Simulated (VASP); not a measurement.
**VASP 6.6.1 run: Li$_{2}$O**

INCAR

```
METAGGA = R2SCAN
PREC = Accurate
SIGMA = 0.01
ISMEAR = 0
NELM = 120
MAGMOM = -2 2 -2
LWAVE = .FALSE.
IBRION = -1
ALGO = Normal
LCHARG = .FALSE.
ISPIN = 2
EDIFF = 1E-7
ENCUT = 520
LASPH = .TRUE.
ISIF = 2
NBANDS = 13
LREAL = .FALSE.
NSW = 0
```

KPOINTS

```
KPOINTS created by Atomic Simulation Environment
0
Gamma
10 10 10
0 0 0
```

POSCAR

```
Li O
 1.0000000000000000
     0.0000000000000000    2.3821678838000002    2.3821678838000002
     2.3821678838000002    0.0000000000000000    2.3821678838000002
     2.3821678838000002    2.3821678838000002    0.0000000000000000
 Li  O
   2   1
Cartesian
  1.1910839419000001  1.1910839419000001  1.1910839419000001
  3.5732518257000003  3.5732518257000003  3.5732518257000003
  0.0000000000000000  0.0000000000000000  0.0000000000000000
```

The recommended PBE PAW datasets give the neutral cell 12 valence electrons.

Command

```
mpirun -np 1 vasp_std
```

**Question.** How does this run end, and what does it give?

**Answer.** It converged. Results: pressure -9.5 GPa; magnetic moment of the cell 0.00 μB.

OSZICAR

```
N       E                     dE             d eps       ncg     rms          rms(c)
DAV:   1     0.523844869446E+02    0.52384E+02   -0.58338E+03  2444   0.101E+03
DAV:   2    -0.407098192151E+01   -0.56455E+02   -0.53920E+02  3012   0.229E+02
DAV:   3    -0.998945946206E+01   -0.59185E+01   -0.58623E+01  4528   0.511E+01
DAV:   4    -0.100539476045E+02   -0.64488E-01   -0.64484E-01  2901   0.745E+00
DAV:   5    -0.100546130403E+02   -0.66544E-03   -0.66542E-03  3574   0.536E-01    0.281E+01
DAV:   6    -0.150670422637E+02   -0.50124E+01   -0.11977E+01  4208   0.229E+01    0.111E+01
DAV:   7    -0.165614772857E+02   -0.14944E+01   -0.18022E+00  3214   0.109E+01    0.273E+00
DAV:   8    -0.167112997766E+02   -0.14982E+00   -0.28545E-01  3010   0.550E+00    0.116E+00
DAV:   9    -0.167021590022E+02    0.91408E-02   -0.61874E-02  2934   0.293E+00    0.635E-01
DAV:  10    -0.167428705282E+02   -0.40712E-01   -0.15626E-02  2695   0.146E+00    0.147E-01
...
DAV:  17    -0.167423623950E+02    0.37059E-04   -0.85075E-06  2844   0.301E-02    0.224E-03
DAV:  18    -0.167423727682E+02   -0.10373E-04   -0.22921E-06  2899   0.152E-02    0.106E-03
DAV:  19    -0.167423699244E+02    0.28439E-05   -0.43232E-07  2894   0.650E-03    0.304E-04
DAV:  20    -0.167423674405E+02    0.24838E-05   -0.48853E-08  3099   0.247E-03    0.135E-04
DAV:  21    -0.167423650066E+02    0.24340E-05   -0.27700E-08  2894   0.173E-03    0.124E-04
DAV:  22    -0.167423659389E+02   -0.93238E-06   -0.12909E-08  2359   0.142E-03    0.509E-05
DAV:  23    -0.167423665239E+02   -0.58497E-06   -0.23715E-09  1457   0.626E-04    0.255E-05
DAV:  24    -0.167423667740E+02   -0.25011E-06   -0.66017E-10  1402   0.284E-04    0.126E-05
DAV:  25    -0.167423668644E+02   -0.90430E-07   -0.23262E-10  1387   0.149E-04
   1 F= -.16742367E+02 E0= -.16742367E+02  d E =0.000000E+00  mag=    -0.0000
```

For comparison, a separate r²SCAN run of the intended cell, on usual settings and not on those above, gives a gap of 5.38 eV on its mesh and a pressure of -9.5 GPa.
